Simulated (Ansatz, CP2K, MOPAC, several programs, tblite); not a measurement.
Energy against volume for CsI, CsCl type, at fixed shape and fractional coordinates, computed by several methods (PBE and r2SCAN, where shown, with plane waves in Ansatz); the cell shown is that of r2SCAN. It is cubic, Pm-3m (No. 221); conventional cell a = 4.608 Å, 48.93 Å³ an atom. Cs is surrounded by 8 I at 3.99 Å; I is surrounded by 8 Cs at 3.99 Å. The values are computed, spin-unpolarised, and not measurements. Energies count from each curve's lowest point; fits are third-order Birch-Murnaghan.

```xyz
2
Lattice="4.6081 0.0000 0.0000 0.0000 4.6081 0.0000 0.0000 0.0000 4.6081" Properties=species:S:1:pos:R:3 pbc="T T T"
Cs    0.0000    0.0000    0.0000
I     2.3041    2.3041    2.3041
```

PBE/SZV (CP2K), on the shape of the cell shown:
```tsv
V (Å³/atom)	E (meV/atom)
43.056	179.45
45.991	96.33
48.927	44.02
51.862	13.93
54.798	0.00
```
The lowest point is an end point, so the minimum isn't bracketed.

GFN2-xTB (tblite), on the shape of the cell shown, as a cluster of 16 atoms at the zone centre:
```
V (Å³/atom)  E (meV/atom)
     43.056        150.80
     45.991         89.00
     48.927         46.53
     51.862         18.00
     54.798          0.00
```
The lowest point is an end point, so the minimum isn't bracketed.

PM7 (MOPAC), on the shape of the cell shown, as a cluster of 16 atoms at the zone centre:
```
V (Å³/atom)  E (meV/atom)
     43.056        230.54
     45.991         98.62
     48.927         21.69
     51.862          0.00
     54.798          9.41
```
The points scatter about a smooth fit, a numerical artefact, so no fit is quoted.

Q: PBE, on the shape of its own relaxed cell, gives

| V (Å³/atom) | E (meV/atom) |
| --- | --- |
| 47.730 | 6.77 |
| 49.254 | 1.68 |
| 50.777 | 0.00 |
| 52.300 | 1.16 |
| 53.823 | 4.70 |

What equilibrium volume and bulk modulus follow?

A: V₀ = 50.87 Å³ an atom and B₀ = 10 GPa.

r2SCAN, on the shape of its own relaxed cell:

| V (Å³/atom) | E (meV/atom) |
| --- | --- |
| 45.991 | 8.30 |
| 47.459 | 2.11 |
| 48.927 | 0.00 |
| 50.395 | 1.29 |
| 51.862 | 5.39 |

V₀ = 49.06 Å³ an atom and B₀ = 12 GPa.
